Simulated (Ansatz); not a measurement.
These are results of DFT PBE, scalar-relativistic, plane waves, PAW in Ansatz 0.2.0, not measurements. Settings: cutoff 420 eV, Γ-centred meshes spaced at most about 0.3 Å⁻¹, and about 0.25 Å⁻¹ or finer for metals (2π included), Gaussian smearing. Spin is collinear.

Temperature and zero-point effects are left out.

Two forms of AlNi₅ were relaxed alike.

A. (parallel moments up to 0.5 μB)

```
CELL_PARAMETERS angstrom
2.57002 0.00000 0.00000
-1.28501 2.22570 0.00000
0.00000 0.00000 11.96203
ATOMIC_POSITIONS crystal
Al 0.00000 0.00000 0.00000
Ni 0.66667 0.33333 0.66588
Ni 0.33333 0.66667 0.83567
Ni 0.66667 0.33333 0.16433
Ni 0.33333 0.66667 0.33412
Ni 0.00000 0.00000 0.50000
```

B. (parallel moments up to 0.6 μB)

```
CELL_PARAMETERS angstrom
2.60880 0.00000 0.00000
0.00000 2.60880 0.00000
0.00000 0.00000 9.96038
ATOMIC_POSITIONS crystal
Al 0.00000 0.00000 0.00000
Ni 0.50000 0.50000 0.16597
Ni 0.50000 0.50000 0.83403
Ni 0.00000 0.00000 0.33635
Ni 0.50000 0.50000 0.50000
Ni 0.00000 0.00000 0.66365
```

**Question.** Which form is favoured at zero pressure, and by what margin per atom?

**Answer.** B is lower, by 99 meV/atom. A has Al and Ni ordered on fcc sites, space group P-3m1 (No. 164), 11.4 Å³/atom and no gap on its mesh; B has Al and Ni ordered on fcc sites, space group P4/mmm (No. 123), 11.3 Å³/atom and no gap. Counting all near atoms (those within 1.25 times the shortest distance at each site), A and B both have Al 12, Ni 12. Both come from invented guesses. Shaken at random and relaxed again, A came back.

The magnetic state reached may not be the lowest. Cells without such a test can be saddle points. Some structure types and database cells were kept out of the candidates from the start, so a known form may be missing.
